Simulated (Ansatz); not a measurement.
**Chromium, fcc under LDA: from relaxation to bulk modulus**

The plan for chromium in the fcc structure: relax it, solve it on a dense k-mesh, switch on spin-orbit coupling, then scale the cell to 7 volumes from 88 to 112 % of the relaxed one and try a fit of the equation of state. The start is ferromagnetic. The k-meshes are 15×15×15 for the relaxation; 25×25×25 for the dense run; 15×15×15 for spin-orbit coupling; 17×17×17 for the volumes.

This is Cr in the fcc structure; at room conditions it is bcc.

Computed with Ansatz 0.2.0 (DFT LDA (PW92), plane waves (420 eV) with PAW, scalar-relativistic; PBE-made PAW files, unless a step says otherwise).

### 1 Starting point

It takes space group Fm-3m (No. 225, cubic). Conventional cell: a = 3.633 Å, b = 3.633 Å, c = 3.633 Å, α = 90.00°, β = 90.00°, γ = 90.00°. Around Cr (site symmetry m-3m) lie 12 Cr at 2.57 Å.

Structure file:

```
CELL_PARAMETERS angstrom
0.00000 1.81674 1.81674
1.81674 0.00000 1.81674
1.81674 1.81674 0.00000
ATOMIC_POSITIONS crystal
Cr 0.00000 0.00000 0.00000
```

The atoms start with moments of +1.5 μB.

### 2 Geometry optimisation

input.yaml

```yaml
crystal:
  lattice:
    - [0.0, 1.8167431579, 1.8167431579]
    - [1.8167431579, 0.0, 1.8167431579]
    - [1.8167431579, 1.8167431579, 0.0]
  atoms:
    - { symbol: Cr, position: [0.0, 0.0, 0.0], spin: 1.5 }
hamiltonian:
  xc: lda
  pseudopotentials:
    kind: paw
    azcp:
      Cr: "pseudopotentials/Cr.paw.azcp"
basis:
  ecutwfc: 420
  fft_grid_basis: typed
kpoints:
  mp_grid: { grid: [15, 15, 15], shift: [0, 0, 0] }
magnetization:
  spin_polarized: true
scf:
  occupations: { method: fermi_dirac, width: 0.05 }
relax:
  max_steps: 60
  f_tol: 0.01
  cell: {}
```

The runs that follow: Dense single point; Spin-orbit coupling switched on; Volume × 0.88; Volume × 0.92; Volume × 0.96; Volume × 1.0; Volume × 1.04; Volume × 1.08; Volume × 1.12.

Q: Predict the outcome of this session. Wanted: space group; conventional cell; volume; shortest distance; gap on the mesh; magnetic state; relative to bcc; V₀, B₀, B₀′.

As calculated:

| quantity | value |
| --- | --- |
| space group (spins left aside) | Fm-3m (No. 225) |
| conventional cell | a = 3.543 Å |
| volume | 11.119 Å³/atom |
| shortest distance | 2.505 Å |
| gap on the mesh | none (levels filled in part) |
| magnetic state | non-magnetic |
| relative to bcc | +416 meV/atom |
| V₀, B₀, B₀′ | 11.120 Å³/atom, 277 GPa, 4.1 |

What this shows: From the guessed start the volume shrank by 7.3 % in 7 steps. It lies 416 meV/atom above the element's reference form at the same level (bcc, from a run of its own), so it is far from stable. The moments die out: the run ends non-magnetic. No gap shows: it is a metal or semimetal at this level. Totals with and without spin-orbit coupling (-0.11 eV/atom apart) can't be read as binding, since the two-component data shift the zero of energy. The fitted modulus is 277 GPa. The symmetry was held, so the structure may be unstable against distortions that break it.
